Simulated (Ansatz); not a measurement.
**Cobalt, omega (AlB2-type) under PBE: ground state and equation of state**

The plan for cobalt in the omega (AlB2-type) structure: relax it, solve it on a dense k-mesh, then scale the cell to 7 volumes from 88 to 112 % of the relaxed one and try a fit of the equation of state. Spin polarisation is left out, though the real metal is magnetic, so this state lies above the ground state. The k-meshes are 9×9×13 for the relaxation; 12×12×17 for the dense run; 11×11×15 for the volumes.

Method: DFT PBE, plane waves (420 eV) with PAW, scalar-relativistic, in Ansatz 0.2.0.

### 1 The system as given

The structure is hexagonal, space group P6/mmm (No. 191). The conventional cell has a = 3.970 Å, b = 3.970 Å, c = 2.434 Å, α = 90.00°, β = 90.00°, γ = 120.00°. Co (site symmetry 6/mmm) is surrounded by 14 Co at 2.43 to 2.60 Å. Co (site symmetry -6m2) is surrounded by 11 Co at 2.29 to 2.60 Å.

Structure file:

```
Co
1.0
     3.97014    0.00000    0.00000
    -1.98507    3.43825    0.00000
     0.00000    0.00000    2.43370
Co
3
Direct
  0.00000 0.00000 0.00000
  0.33333 0.66667 0.50000
  0.66667 0.33333 0.50000
```

### 2 Relaxation of the cell

The input, input.yaml:

```yaml
crystal:
  lattice:
    - [3.9701439143, 0.0, 0.0]
    - [-1.9850719572, 3.4382454865, 0.0]
    - [0.0, 0.0, 2.4336982195]
  atoms:
    - { symbol: Co, position: [0.0, 0.0, 0.0] }
    - { symbol: Co, position: [0.3333333333, 0.6666666667, 0.5] }
    - { symbol: Co, position: [0.6666666667, 0.3333333333, 0.5] }
hamiltonian:
  xc: pbe
  pseudopotentials:
    kind: paw
    azcp:
      Co: "pseudopotentials/Co.paw.azcp"
basis:
  ecutwfc: 420
  fft_grid_basis: typed
kpoints:
  mp_grid: { grid: [9, 9, 13], shift: [0, 0, 0] }
magnetization:
  spin_polarized: false
scf:
  occupations: { method: fermi_dirac, width: 0.1 }
relax:
  max_steps: 60
  f_tol: 0.01
  cell: {}
```

Command:

```sh
$ ansatz run input.yaml --threads 1 --pin off --max-ram 3584MiB --backend cpu --events-out ev --progress --plain --runs-dir out
```

Further steps of the session: Dense single point; Volume × 0.88; Volume × 0.92; Volume × 0.96; Volume × 1.0; Volume × 1.04; Volume × 1.08; Volume × 1.12.

Before running it: what results should come out? Wanted: space group; conventional cell; volume; shortest distance; gap on the mesh; relative to hcp, ferromagnetic; V₀, B₀, B₀′.

The runs gave:

| quantity | value |
| --- | --- |
| space group (spins left aside) | P6/mmm (No. 191) |
| conventional cell | a = 3.910 Å, c = 2.396 Å (c/a = 0.613) |
| volume | 10.574 Å³/atom |
| shortest distance | 2.257 Å |
| gap on the mesh | none (levels filled in part) |
| relative to hcp, ferromagnetic | +368 meV/atom |
| V₀, B₀, B₀′ | 10.532 Å³/atom, 242 GPa, 4.8 |

From the guessed start the volume shrank by 4.5 % in 5 steps. It lies 368 meV/atom above the element's reference form at the same level (hcp, ferromagnetic, from a run of its own); part of this is magnetic energy, as this run has no moments. Levels at the Fermi energy are filled in part, as in a metal. B₀ comes out at 242 GPa; letting shape and positions relax at each volume could only lower it. Relaxation kept the symmetry; phonons were not checked.
